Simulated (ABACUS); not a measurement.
**Ni under changes of volume**

One of the cells (10.492 Å³/atom); the others are scaled copies at fixed shape and fractional positions:

```
Ni
1.0
     0.00000    1.73757    1.73757
     1.73757    0.00000    1.73757
     1.73757    1.73757    0.00000
Ni
1
Direct
  0.00000 0.00000 0.00000
```

| Property | Result |
| --- | --- |
| Program | ABACUS 3.10.1 |
| Functional | PBEsol |
| Potentials or basis | PseudoDojo NC SR 0.4.1 PBEsol standard |
| Cutoff | 1333 eV |
| Density cutoff | 5333 eV |
| Basis | plane waves |
| k mesh | 13 × 13 × 13 |
| Occupations | fermi-dirac, width 0.05 eV |
| Spin | collinear spin, ferromagnetic start |
| Starting moments | [1.0] μB |

```csv
volume (Å³/atom),energy over the lowest point (meV/atom),pressure (GPa)
9.862,19.58,13.3
10.072,6.15,7.4
10.282,0.00,2.3
10.492,0.32,-2.4
10.702,6.38,-6.6
10.912,17.54,-10.2
11.122,?,?
```

Question: What does the run at 11.122 Å³/atom give?

Answer: Energy over the lowest point 33.24 meV/atom; pressure -13.5 GPa.

Worked out: A Birch-Murnaghan fit of order 3 (a polynomial in V^(-2/3)) to the other rows has its minimum at 10.38 Å³/atom with B0 = V·E''(V) = 231 GPa and B' = 4.9. It gives 33.23 meV/atom at 11.122 Å³/atom, against the run's 33.24, and -dE/dV = -13.6 GPa, against -13.5.

Energies are extrapolated to zero smearing.
